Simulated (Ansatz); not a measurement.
PbO2: relaxation of cell and atoms

Computed with DFT, PBE, PAW with Ansatz's default frozen-core files, scalar-relativistic in Ansatz 0.2.0.

Command: `ansatz run input.yaml --threads 1 --pin off --max-ram 3072MiB --backend cpu --events-out ev --progress --plain --runs-dir out` The run took about 16 s on 1 thread of a shared machine.

```yaml
crystal:
  lattice:
    - [0.0, 2.5553258337, 2.5553258337]
    - [2.5553258337, 0.0, 2.5553258337]
    - [2.5553258337, 2.5553258337, 0.0]
  atoms:
    - { symbol: Pb, position: [0.0, 0.0, 0.0] }
    - { symbol: O, position: [0.25, 0.25, 0.25] }
    - { symbol: O, position: [0.75, 0.75, 0.75] }
kpoints:
  mp_grid: { grid: [11, 11, 11] }
scf:
  occupations: { method: fermi_dirac, width: 0.08 }
hamiltonian:
  xc: pbe
  pseudopotentials: { kind: paw }
output:
  forces: true
  stress: true
relax:
  f_tol: 0.005
  max_steps: 80
  cell: {}
```

Spin–orbit coupling is left out, though it moves levels of the heavy atoms by tenths of an eV or more.

The cell is built from the fluorite type as a first guess.

The cutoff is 420 eV; energies and pressures of the walk include the program's estimate of the Pulay term.

Each frame lists the cell vectors (Å), then Cartesian positions (Å); symmetry keeps all forces zero. Free energies count from the first step, -13037.8456 eV.

The walk took 8 evaluations in all; steps that aren't listed are left out.

Step 1: E = 0.0 meV, P = 34.41 GPa

```
cell 0.0000 2.5553 2.5553 2.5553 0.0000 2.5553 2.5553 2.5553 0.0000
Pb    0.0000    0.0000    0.0000
O     1.2777    1.2777    1.2777
O     3.8330    3.8330    3.8330
```

Step 2:

```
cell 0.0000 2.6799 2.6799 2.6799 0.0000 2.6799 2.6799 2.6799 0.0000
Pb    0.0000    0.0000    0.0000
O     1.3399    1.3399    1.3399
O     4.0198    4.0198    4.0198
```

Step 3: E = -502.4 meV, P = 0.44 GPa

```
cell 0.0000 2.6886 2.6886 2.6886 0.0000 2.6886 2.6886 2.6886 0.0000
Pb    0.0000    0.0000    0.0000
O     1.3443    1.3443    1.3443
O     4.0329    4.0329    4.0329
```

Step 4: E = -502.1 meV, P = 0.01 GPa

```
cell 0.0000 2.6910 2.6910 2.6910 0.0000 2.6910 2.6910 2.6910 0.0000
Pb    0.0000    0.0000    0.0000
O     1.3455    1.3455    1.3455
O     4.0365    4.0365    4.0365
```

Step 5: E = -556.2 meV, P = 1.98 GPa (the cell of the step before, solved again on a basis chosen afresh, hence the jump)

Q: Give the energy, pressure of step 2.

A: E = -500.9 meV, P = 2.04 GPa
```
Pb    0.0000    0.0000    0.0000
O     1.3399    1.3399    1.3399
O     4.0198    4.0198    4.0198
```

Q: How does the relaxation end?

A: It converges, with a = 5.408 Å, b = 5.408 Å, c = 5.408 Å, α = 90.00°, β = 90.00°, γ = 90.00° (conventional cell, space group Fm-3m). The last solve (on a basis chosen afresh for the final cell, so its energy is not quite comparable) gives E = -559.8 meV, P = 0.02 GPa:
```
cell 0.0000 2.7039 2.7039 2.7039 0.0000 2.7039 2.7039 2.7039 0.0000
Pb    0.0000    0.0000    0.0000
O     1.3519    1.3519    1.3519
O     4.0558    4.0558    4.0558
```
